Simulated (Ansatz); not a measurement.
Crystal: EuO.

```
Eu O
1.0
     0.00000    2.57195    2.57195
     2.57195    0.00000    2.57195
     2.57195    2.57195    0.00000
Eu O
1 1
Direct
  0.00000 0.00000 0.00000
  0.50000 0.50000 0.50000
```

```yaml
Program: Ansatz 0.2.0
Task: relaxation of cell and atoms
Functional: RPBE
Dispersion: D4
Potentials_or_basis: Ansatz PAW
Cutoff: "420 eV (not typed: the program's choice for these potentials)"
k_mesh: 9 × 9 × 9
Occupations: fermi-dirac, width 0.05 eV
Spin: collinear spin, ferromagnetic start
Starting_moments: "[7.0, 0.0] μB"
```

At the start: volume 17.01 Å³/atom.

Q: How do energy, volume and symmetry change on relaxing?

A: It ends after 7 steps and the volume is 16.12 Å³/atom (-5.3 %); space group Fm-3m (No. 225, to 0.05 Å); moment 6.98 μB per cell.

Step by step:
```
step  energy change (eV)  largest force (eV/Å)  volume (Å³)
   1              0.0000                0.0000        34.03
   2             -0.0140                0.0000        30.89
   3             -0.0295                0.0000        32.40
   4             -0.0299                0.0000        32.29
   5             -0.0265                0.0000        32.29
   6             -0.0267                0.0000        32.23
   7             -0.0267                0.0000        32.23
```

Final structure:
```
Eu O
1.0
     0.00000    2.52588    2.52588
     2.52588    0.00000    2.52588
     2.52588    2.52588    0.00000
Eu O
1 1
Direct
  0.00000 0.00000 0.00000
  0.50000 0.50000 0.50000
```

Caveat: the plane-wave basis is chosen anew once the cell has moved, so the energies of steps on either side of that aren't comparable; the pressure holds a Pulay correction of +0.4 GPa for the finite cutoff; a cell with one magnetic atom can't hold antiferromagnetic order, which such compounds often take; without U or exact exchange the open f shell lies at the Fermi level, which spoils levels, moments and volumes; the PAW data sets come from PBE, with cores solved anew for the run's functional, which leaves a small shift of forces and pressure.
